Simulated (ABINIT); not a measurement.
# WC (Fm-3m) in ABINIT: a series of runs

The runs below take WC through single point, band structure, with PBEsol.

All numbers are computed with ABINIT 10.8.3 (patched build); they aren't measurements. Logs are shortened: lines on timing, memory, paths and dates and some standing lists are left out, and cuts for length are marked. The log counts tension as positive stress, the text compression.

### 1 The crystal as given

It takes space group Fm-3m (No. 225, cubic). The conventional cell has a = 4.385 Å, b = 4.385 Å, c = 4.385 Å, α = 90.00°, β = 90.00°, γ = 90.00°. Around W (site symmetry m-3m) lie 6 C at 2.19 Å. C (site symmetry m-3m) is surrounded by 6 W at 2.19 Å.

Measurements of this composition are mostly on another form, of space group No. 187.

### 2 Single point, PBEsol, 10.54 Å³/atom (uniaxial strain of 0 %)

Contents of run.abi:

```
# Pseudopotentials
pp_dirpath "./"
pseudos "W.GGA_PBE-JTH.xml, C.GGA_PBE-JTH.xml"

# Structure
acell 3*1.0
rprim
     0.0000000000     4.1435722378     4.1435722378
     4.1435722378     0.0000000000     4.1435722378
     4.1435722378     4.1435722378     0.0000000000
ntypat 2
znucl 74 6
natom 2
typat 1 2
xred
     0.0000000000     0.0000000000     0.0000000000
     0.5000000000     0.5000000000     0.5000000000

# Plane-wave basis
ecut 19.0
pawecutdg 38.0
pawxcdev 0

# k points
kptopt 1
ngkpt 10 10 10
nshiftk 1
shiftk 0.0 0.0 0.0

# Exchange and correlation
ixc -116133

# Bands and occupations
nband 13
occopt 3
tsmear 0.05 eV

# SCF cycle
nstep 100
tolvrs 1.0e-9

# Output
iomode 3
prtwf 0
prtden 0
prteig 0
prtebands 0
enunit 2
```

Potentials or basis: JTH PAW PBE v2.0.

Run with:

```bash
> abinit run.abi > log 2>&1
```

run.abo:

```text
.Version 10.8.3 of ABINIT
 Symmetries : space group Fm -3 m (#225); Bravais cF (face-center cubic)
================================================================================
 Values of the parameters that define the memory need of the present run
     intxc =       0    ionmov =       0      iscf =      17    lmnmax =      18
     lnmax =       6     mgfft =      24  mpssoang =       3    mqgrid =    3001
     natom =       2  nloc_mem =       2    nspden =       1   nspinor =       1
    nsppol =       1      nsym =      48    n1xccc =       1    ntypat =       2
    occopt =       3   xclevel =       2
       mpw =         571          nfft =       13824          nkpt =          47
 PAW method is used; the additional fine FFT grid is defined by:
   mgfftf=        36    nfftf =     46656
================================================================================
================================================================================

--------------------------------------------------------------------------------
------------- Echo of variables that govern the present computation ------------
--------------------------------------------------------------------------------
 -outvars: echo values of preprocessed input variables --------
            acell      1.0000000000E+00  1.0000000000E+00  1.0000000000E+00 Bohr
              amu      1.83850000E+02  1.20110000E+01
             ecut      1.90000000E+01 Hartree
           enunit           2
              ixc     -116133
         kptrlatt       10    0    0      0   10    0      0    0   10
          kptrlen      5.85989606E+01
            natom           2
            nband          13
            ngfft          24      24      24
          ngfftdg          36      36      36
             nkpt          47
            nstep         100
             nsym          48
           ntypat           2
           occopt           3
        pawecutdg      3.80000000E+01 Hartree
         pawxcdev           0
           prtden           0
        prtebands           0
           prteig           0
            prtwf           0
            rprim      0.0000000000E+00  4.1435722378E+00  4.1435722378E+00
                       4.1435722378E+00  0.0000000000E+00  4.1435722378E+00
                       4.1435722378E+00  4.1435722378E+00  0.0000000000E+00
          spgroup         225
           tolvrs      1.00000000E-09
           tsmear      1.83746611E-03 Hartree
            typat      1  2
           useylm           1
           xangst      0.0000000000E+00  0.0000000000E+00  0.0000000000E+00
                       2.1926839985E+00  2.1926839985E+00  2.1926839985E+00
            xcart      0.0000000000E+00  0.0000000000E+00  0.0000000000E+00
                       4.1435722378E+00  4.1435722378E+00  4.1435722378E+00
             xred      0.0000000000E+00  0.0000000000E+00  0.0000000000E+00
                       5.0000000000E-01  5.0000000000E-01  5.0000000000E-01
            znucl       74.00000    6.00000

================================================================================

 chkinp: Checking input parameters for consistency.

================================================================================
== DATASET  1 ==================================================================

--- !DatasetInfo
iteration_state: {dtset: 1, }
dimensions: {natom: 2, nkpt: 47, mband: 13, nsppol: 1, nspinor: 1, nspden: 1, mpw: 571, }
cutoff_energies: {ecut:  19.0, pawecutdg:  38.0, }
electrons: {nelect:   1.80000000E+01, charge:   0.00000000E+00, occopt:   3.00000000E+00, tsmear:   1.83746611E-03, }
meta: {optdriver: 0, ionmov: 0, optcell: 0, iscf: 17, paral_kgb: 0, }
...

 Real(R)+Recip(G) space primitive vectors, cartesian coordinates (Bohr,Bohr^-1):
 R(1)=  0.0000000  4.1435722  4.1435722  G(1)= -0.1206688  0.1206688  0.1206688
 R(2)=  4.1435722  0.0000000  4.1435722  G(2)=  0.1206688 -0.1206688  0.1206688
 R(3)=  4.1435722  4.1435722  0.0000000  G(3)=  0.1206688  0.1206688 -0.1206688
 Unit cell volume ucvol=  1.4228357E+02 bohr^3
 Angles (23,13,12)=  6.00000000E+01  6.00000000E+01  6.00000000E+01 degrees

 Coarse grid specifications (used for wave-functions):

 getcut: wavevector=  0.0000  0.0000  0.0000  ngfft=  24  24  24
         ecut(hartree)=     19.000   => boxcut(ratio)=   2.08727

 Fine grid specifications (used for densities):

 getcut: wavevector=  0.0000  0.0000  0.0000  ngfft=  36  36  36
         ecut(hartree)=     38.000   => boxcut(ratio)=   2.21389

 getcut : COMMENT -
  Note that boxcut > 2.2 ; recall that boxcut=Gcut(box)/Gcut(sphere) = 2
  is sufficient for exact treatment of convolution.
  Such a large boxcut is a waste : you could raise ecut
  e.g. ecut=   46.562355 Hartrees makes boxcut=2
[... 53 lines left out ...]
  sigma(1 1)=  3.14654810E-04  sigma(3 2)=  0.00000000E+00
  sigma(2 2)=  3.14654810E-04  sigma(3 1)=  0.00000000E+00
  sigma(3 3)=  3.14654810E-04  sigma(2 1)=  0.00000000E+00

--- !ResultsGS
iteration_state: {dtset: 1, }
comment   : Summary of ground state results
lattice_vectors:
- [  0.0000000,   4.1435722,   4.1435722, ]
- [  4.1435722,   0.0000000,   4.1435722, ]
- [  4.1435722,   4.1435722,   0.0000000, ]
lattice_lengths: [   5.85990,    5.85990,    5.85990, ]
lattice_angles: [ 60.000,  60.000,  60.000, ] # degrees, (23, 13, 12)
lattice_volume:   1.4228357E+02
convergence: {deltae:  4.392E-09, res2:  3.645E-10, residm:  2.935E-06, diffor: null, }
etotal    :  -7.48082021E+01
entropy   :   0.00000000E+00
fermie    :   4.12122953E-01
cartesian_stress_tensor: # hartree/bohr^3
- [  3.14654810E-04,   0.00000000E+00,   0.00000000E+00, ]
- [  0.00000000E+00,   3.14654810E-04,   0.00000000E+00, ]
- [  0.00000000E+00,   0.00000000E+00,   3.14654810E-04, ]
pressure_GPa:  -9.2575E+00
xred      :
- [  0.0000E+00,   0.0000E+00,   0.0000E+00,  W]
- [  5.0000E-01,   5.0000E-01,   5.0000E-01,  C]
cartesian_forces: # hartree/bohr
- [ -0.00000000E+00,  -0.00000000E+00,  -0.00000000E+00, ]
- [ -0.00000000E+00,  -0.00000000E+00,  -0.00000000E+00, ]
force_length_stats: {min:   0.00000000E+00, max:   0.00000000E+00, mean:   0.00000000E+00, }
...

 Integrated electronic density in atomic spheres:
 ------------------------------------------------
 Atom  Sphere_radius  Integrated_density
    1        2.41189         11.79621396
    2        1.50737          2.47387423

================================================================================

 ----iterations are completed or convergence reached----

 Mean square residual over all n,k,spin=   87.937E-10; max=  29.350E-07
 reduced coordinates (array xred) for    2 atoms
       0.000000000000      0.000000000000      0.000000000000
       0.500000000000      0.500000000000      0.500000000000
 rms dE/dt=  0.0000E+00; max dE/dt=  0.0000E+00; dE/dt below (all hartree)
    1       0.000000000000      0.000000000000      0.000000000000
    2       0.000000000000      0.000000000000      0.000000000000

 cartesian coordinates (angstrom) at end:
    1      0.00000000000000     0.00000000000000     0.00000000000000
    2      2.19268399848656     2.19268399848656     2.19268399848656

 cartesian forces (hartree/bohr) at end:
    1     -0.00000000000000    -0.00000000000000    -0.00000000000000
    2     -0.00000000000000    -0.00000000000000    -0.00000000000000
 frms,max,avg= 0.0000000E+00 0.0000000E+00   0.000E+00  0.000E+00  0.000E+00 h/b

 cartesian forces (eV/Angstrom) at end:
    1     -0.00000000000000    -0.00000000000000    -0.00000000000000
    2     -0.00000000000000    -0.00000000000000    -0.00000000000000
 frms,max,avg= 0.0000000E+00 0.0000000E+00   0.000E+00  0.000E+00  0.000E+00 e/A
 length scales=  1.000000000000  1.000000000000  1.000000000000 bohr
              =  0.529177210544  0.529177210544  0.529177210544 angstroms
 Fermi (or HOMO) energy (hartree) =   0.41212   Average Vxc (hartree)=  -0.49957
 Eigenvalues (hartree) for nkpt=  47  k points:
 kpt#   1, nband= 13, wtk=  0.00100, kpt=  0.0000  0.0000  0.0000 (reduced coord)
  -2.36085   -1.03721   -1.03721   -1.03721   -0.16991    0.30859    0.30859    0.30859
   0.37310    0.37310    0.37310    0.37449    0.37449
      occupation numbers for kpt#   1
   2.00000    2.00000    2.00000    2.00000    2.00000    2.00000    2.00000    2.00000
   2.00000    2.00000    2.00000    2.00000    2.00000
 prteigrs : prtvol=0 or 1, do not print more k-points.

 Fermi (or HOMO) energy (eV) =  11.21444   Average Vxc (eV)= -13.59412
 Eigenvalues (   eV  ) for nkpt=  47  k points:
 kpt#   1, nband= 13, wtk=  0.00100, kpt=  0.0000  0.0000  0.0000 (reduced coord)
 -64.24187  -28.22380  -28.22380  -28.22380   -4.62353    8.39713    8.39713    8.39713
  10.15259   10.15259   10.15259   10.19052   10.19052
 prteigrs : prtvol=0 or 1, do not print more k-points.

--- !EnergyTerms
iteration_state     : {dtset: 1, }
comment             : Components of total free energy in Hartree
kinetic             :  1.01601252820303E+01
hartree             :  1.05812472607874E+01
xc                  : -9.74533002029110E+00
Ewald energy        : -6.60083123949537E+01
psp_core            :  6.50842939588265E+00
local_psp           : -3.04050512861840E+01
PAW spherical_terms :  4.10093052885211E+00
internal            : -7.48079612338764E+01
'-kT*entropy'       : -2.32682575730703E-04
total_energy        : -7.48081939164521E+01
total_energy_eV     : -2.03563465902483E+03
...

--- !EnergyTermsDC
iteration_state     : {dtset: 1, }
comment             : '"Double-counting" decomposition of free energy'
band_energy         : -9.28558457309314E+00
Ewald energy        : -6.60083123949537E+01
psp_core            :  6.50842939588265E+00
xc_dc               : -1.38117625980138E+01
PAW spherical_terms :  7.78926070409549E+00
internal            : -7.48079694660825E+01
'-kT*entropy'       : -2.32682575730703E-04
total_energy_dc     : -7.48082021486582E+01
total_energy_dc_eV  : -2.03563488303456E+03
...

--- !EnergyTermsWithPAWCore
iteration_state     : {dtset: 1, }
comment             : 'Components of total free energy, including PAW core contributions'
Total energy        : -1.61761899848213E+04
Total energy DC     : -1.61761899930535E+04
Total energy (eV)   : -4.40176553665342E+05
Total energy DC (eV): -4.40176553889352E+05
...

 Cartesian components of stress tensor (hartree/bohr^3)
  sigma(1 1)=  3.14654810E-04  sigma(3 2)=  0.00000000E+00
  sigma(2 2)=  3.14654810E-04  sigma(3 1)=  0.00000000E+00
  sigma(3 3)=  3.14654810E-04  sigma(2 1)=  0.00000000E+00

-Cartesian components of stress tensor (GPa)         [Pressure= -9.2575E+00 GPa]
- sigma(1 1)=  9.25746412E+00  sigma(3 2)=  0.00000000E+00
- sigma(2 2)=  9.25746412E+00  sigma(3 1)=  0.00000000E+00
- sigma(3 3)=  9.25746412E+00  sigma(2 1)=  0.00000000E+00

== END DATASET(S) ==============================================================
================================================================================

 -outvars: echo values of variables after computation  --------
            acell      1.0000000000E+00  1.0000000000E+00  1.0000000000E+00 Bohr
           etotal     -7.4808202149E+01
            fcart     -0.0000000000E+00 -0.0000000000E+00 -0.0000000000E+00
                      -0.0000000000E+00 -0.0000000000E+00 -0.0000000000E+00
            rprim      0.0000000000E+00  4.1435722378E+00  4.1435722378E+00
                       4.1435722378E+00  0.0000000000E+00  4.1435722378E+00
                       4.1435722378E+00  4.1435722378E+00  0.0000000000E+00
           strten      3.1465480989E-04  3.1465480989E-04  3.1465480989E-04
                       0.0000000000E+00  0.0000000000E+00  0.0000000000E+00
           xangst      0.0000000000E+00  0.0000000000E+00  0.0000000000E+00
                       2.1926839985E+00  2.1926839985E+00  2.1926839985E+00
             xred      0.0000000000E+00  0.0000000000E+00  0.0000000000E+00
                       5.0000000000E-01  5.0000000000E-01  5.0000000000E-01
 Calculation completed.
```

It took 17 s on 1 thread of Intel Xeon 6975P-C (Granite Rapids), shared host; peak memory 0.1 GiB.

Results:

| Property | Result |
| --- | --- |
| Free energy | -2035.6349 eV |
| Pressure | -9.3 GPa |
| Band gap on the k mesh | none (metal or under the smearing width) |
| Valence electrons inside the program's atomic spheres | W 11.80; C 2.47 |

Caveat: the highest band is partly filled, so the run has too few bands; the PAW data sets were made with another functional, which shifts forces and pressure a little.

### 3 Single point, PBEsol, 10.33 Å³/atom (uniaxial strain of -2 %)

Edit run.abi of step 2 so:

```diff
@@ -7,4 +7,4 @@
 rprim
-     0.0000000000     4.1435722378     4.1435722378
-     4.1435722378     0.0000000000     4.1435722378
+     0.0000000000     4.1435722378     4.0607007931
+     4.1435722378     0.0000000000     4.0607007931
      4.1435722378     4.1435722378     0.0000000000
@@ -17,2 +17,5 @@
      0.5000000000     0.5000000000     0.5000000000
+chkprim 0
+chksymtnons 0
+tolsym 1.0e-6
```

Potentials or basis: JTH PAW PBE v2.0.

Run with:

```bash
> abinit run.abi > log 2>&1
```

It took 36 s on 1 thread of Intel Xeon 6975P-C (Granite Rapids), shared host; peak memory 0.12 GiB.

It converged, with:

```
Free energy                                           : -2035.6370 eV
Pressure                                              : -1.5 GPa
Band gap on the k mesh                                : none (metal or under the smearing width)
Valence electrons inside the program's atomic spheres : W 11.85; C 2.49
```

Caveat: the highest band is partly filled, so the run has too few bands; the PAW data sets were made with another functional, which shifts forces and pressure a little.

### 4 Band structure, PBEsol

Contents of run.abi:

```
# Datasets: ground state, then fixed potential
ndtset 2

# Pseudopotentials
pp_dirpath "./"
pseudos "W.GGA_PBE-JTH.xml, C.GGA_PBE-JTH.xml"

# Structure
acell 3*1.0
rprim
     0.0000000000     4.1435722378     4.1435722378
     4.1435722378     0.0000000000     4.1435722378
     4.1435722378     4.1435722378     0.0000000000
ntypat 2
znucl 74 6
natom 2
typat 1 2
xred
     0.0000000000     0.0000000000     0.0000000000
     0.5000000000     0.5000000000     0.5000000000

# Plane-wave basis
ecut 19.0
pawecutdg 38.0
pawxcdev 0

# Exchange and correlation
ixc -116133

# Bands and occupations
occopt 3
tsmear 0.05 eV

# SCF cycle
nstep 100

# Output
iomode 3
prtwf 0
prteig 0
prtebands 0
enunit 1
prtden1 1

# Dataset 1
kptopt1 1
ngkpt1 10 10 10
nshiftk1 1
shiftk1 0.0 0.0 0.0
nband1 13
tolvrs1 1.0e-9

# Dataset 2: bands along G-X-W-K-G-L-U-W-L-K
iscf2 -2
getden2 1
nband2 19
nbdbuf2 4
tolwfr2 1.0e-11
kptopt2 -9
ndivsm2 5
prteig2 1
kptbounds2
     0.0000000000     0.0000000000     0.0000000000
     0.5000000000     0.0000000000     0.5000000000
     0.5000000000     0.2500000000     0.7500000000
     0.3750000000     0.3750000000     0.7500000000
     0.0000000000     0.0000000000     0.0000000000
     0.5000000000     0.5000000000     0.5000000000
     0.6250000000     0.2500000000     0.6250000000
     0.5000000000     0.2500000000     0.7500000000
     0.5000000000     0.5000000000     0.5000000000
     0.3750000000     0.3750000000     0.7500000000
```

Potentials or basis: JTH PAW PBE v2.0.

Run with:

```bash
> abinit run.abi > log 2>&1
```

run.abo:

```text
.Version 10.8.3 of ABINIT
 DATASET    1 : space group Fm -3 m (#225); Bravais cF (face-center cubic)
================================================================================
 Values of the parameters that define the memory need for DATASET  1.
     intxc =       0    ionmov =       0      iscf =      17    lmnmax =      18
     lnmax =       6     mgfft =      24  mpssoang =       3    mqgrid =    3001
     natom =       2  nloc_mem =       2    nspden =       1   nspinor =       1
    nsppol =       1      nsym =      48    n1xccc =       1    ntypat =       2
    occopt =       3   xclevel =       2
       mpw =         571          nfft =       13824          nkpt =          47
 PAW method is used; the additional fine FFT grid is defined by:
   mgfftf=        36    nfftf =     46656
================================================================================
================================================================================

 DATASET    2 : space group Fm -3 m (#225); Bravais cF (face-center cubic)
[... 1417 lines left out ...]
   9.47032   12.59727   13.69390   16.01681   16.02718   20.89435   22.77530   24.69942
  28.71321   30.55090   32.15045

== END DATASET(S) ==============================================================
================================================================================

 -outvars: echo values of variables after computation  --------
            acell      1.0000000000E+00  1.0000000000E+00  1.0000000000E+00 Bohr
           etotal1    -7.4808202149E+01
            fcart1    -0.0000000000E+00 -0.0000000000E+00 -0.0000000000E+00
                      -0.0000000000E+00 -0.0000000000E+00 -0.0000000000E+00
            rprim      0.0000000000E+00  4.1435722378E+00  4.1435722378E+00
                       4.1435722378E+00  0.0000000000E+00  4.1435722378E+00
                       4.1435722378E+00  4.1435722378E+00  0.0000000000E+00
           strten1     3.1465480989E-04  3.1465480989E-04  3.1465480989E-04
                       0.0000000000E+00  0.0000000000E+00  0.0000000000E+00
           xangst      0.0000000000E+00  0.0000000000E+00  0.0000000000E+00
                       2.1926839985E+00  2.1926839985E+00  2.1926839985E+00
             xred      0.0000000000E+00  0.0000000000E+00  0.0000000000E+00
                       5.0000000000E-01  5.0000000000E-01  5.0000000000E-01
 Calculation completed.
```

Wall time 45 s (1 thread of Intel Xeon 6975P-C (Granite Rapids), shared host); peak memory 0.1 GiB.

Results:

| Property | Result |
| --- | --- |
| Free energy | -2035.6349 eV |
| Pressure | -9.3 GPa |
| Band gap on the k mesh | none (metal or under the smearing width) |
| Valence electrons inside the program's atomic spheres | W 11.80; C 2.47 |

Levels at the corners of the path, in eV from the Fermi level:
```
point  band 7  band 8  band 9  band 10  band 11  band 12
    Γ   -2.82   -2.82   -1.06    -1.06    -1.06    -1.02
    X   -5.64   -2.52   -2.52     0.80     2.22     2.22
    W   -6.12   -6.12    0.45     0.45     2.23     3.38
    K   -5.97   -4.90   -1.74     1.38     2.48     4.80
    Γ   -2.82   -2.82   -1.06    -1.06    -1.06    -1.02
    L   -6.63   -6.63    0.99     0.99     2.27     4.89
    U   -5.97   -4.90   -1.74     1.38     2.48     4.80
    W   -6.12   -6.12    0.45     0.45     2.23     3.38
    L   -6.63   -6.63    0.99     0.99     2.27     4.89
    K   -5.97   -4.90   -1.74     1.38     2.48     4.80
```

Caveat: the highest band is partly filled, so the run has too few bands; the PAW data sets were made with another functional, which shifts forces and pressure a little; spin-orbit coupling is left out, which moves the levels of the heavy elements.

[end of part 1 of 2]
